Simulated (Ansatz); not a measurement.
**InSb: response to strain**

Aim: deform InSb (equal xx and yy strain of -2 %) and compute stress, forces and field gradients with LAPW, PAW and all-electron datasets made for the crystal.

Program: Ansatz 0.2.0. Level of theory: DFT LDA, scalar-relativistic. These are calculated values, not measurements.

## (1) Starting point

Symmetry: F-43m, No. 216, cubic system. Conventional cell: a = 6.478 Å, b = 6.478 Å, c = 6.478 Å, α = 90.00°, β = 90.00°, γ = 90.00°. Around In (site symmetry -43m) lie 4 Sb at 2.81 Å. Sb (site symmetry -43m) has 4 In at 2.81 Å as nearest neighbours.

Coordinates:

```xyz
2
Lattice="0.0000 3.2391 3.2391 3.2391 0.0000 3.2391 3.2391 3.2391 0.0000" Properties=species:S:1:pos:R:3 pbc="T T T"
In    0.0000    0.0000    0.0000
Sb    4.8586    4.8586    4.8586
```

Atoms are numbered in the order of the input: In1, Sb2.

## (2) After the deformation

Space group F-43m before, I-4m2 after.

## (3) Full-potential LAPW

File input.yaml:

```yaml
crystal:
  lattice:
    - [0.0, 3.174318, 3.2391]
    - [3.174318, 0.0, 3.2391]
    - [3.174318, 3.174318, 0.0]
  atoms:
    - { symbol: In, position: [0.0, 0.0, 0.0] }
    - { symbol: Sb, position: [0.75, 0.75, 0.75] }
kpoints:
  mp_grid: { grid: [10, 10, 10] }
  band_path:
    path:
      - [0.0, 0.0, 0.0]
      - [0.5, 0.0, 0.5]
      - [0.75, 0.25, 0.5]
      - [0.5, 0.5, 0.5]
      - [0.0, 0.0, 0.0]
      - [0.5, 0.5, 0.0]
      - [0.62995, 0.62995, 0.2599]
      - [0.37005, 0.37005, 0.7401]
      - [0.0, 0.0, 0.0]
    npoints: 5
scf:
  occupations: { method: fermi_dirac, width: 0.03 }
hamiltonian:
  xc: lda
  pseudopotentials: { kind: all_electron, lapw: { basis_error: 0.00025 } }
output:
  forces: true
  stress: true
  eigenvalues: true
```

The run is started by

```console
$ ansatz run input.yaml --threads 1 --pin off --max-ram 3072MiB --backend cpu --events-out ev --progress --plain --runs-dir out
```

## (4) PAW on the default files

File input.yaml:

```yaml
crystal:
  lattice:
    - [0.0, 3.174318, 3.2391]
    - [3.174318, 0.0, 3.2391]
    - [3.174318, 3.174318, 0.0]
  atoms:
    - { symbol: In, position: [0.0, 0.0, 0.0] }
    - { symbol: Sb, position: [0.75, 0.75, 0.75] }
kpoints:
  mp_grid: { grid: [10, 10, 10] }
scf:
  occupations: { method: fermi_dirac, width: 0.03 }
hamiltonian:
  xc: lda
  pseudopotentials: { kind: paw }
output:
  forces: true
  stress: true
  eigenvalues: true
  efg: { contact_densities: true }
```

## (5) Datasets made for this crystal

input.yaml, as its differences from that of step 4:

```diff
@@ -14,3 +14,3 @@
   xc: lda
-  pseudopotentials: { kind: paw }
+  pseudopotentials: { kind: all_electron, datasets: crystal }
 output:
```

(Steps that only read results are left out.)

What does the calculation give? Wanted: pressure; largest shear or deviatoric stress.

The runs gave:

| quantity | value |
| --- | --- |
| pressure | LAPW 1.36, PAW 1.35, crystal datasets 1.36 GPa |
| largest shear or deviatoric stress (LAPW) | 0.40 GPa |

**Reading.** The largest part of the stress beyond the pressure is 0.40 GPa in size, in the zz component; the atoms are carried along and not relaxed. No run of the undeformed cell stands beside it, so the pressure holds what the given cell had before the change. PAW: stress within 0.02 GPa of LAPW. Crystal datasets: stress within 0.01 GPa of LAPW. Spin-orbit coupling is left out, though the cell holds Sb; in elements this heavy it can shift bands and gaps by tenths of an eV.
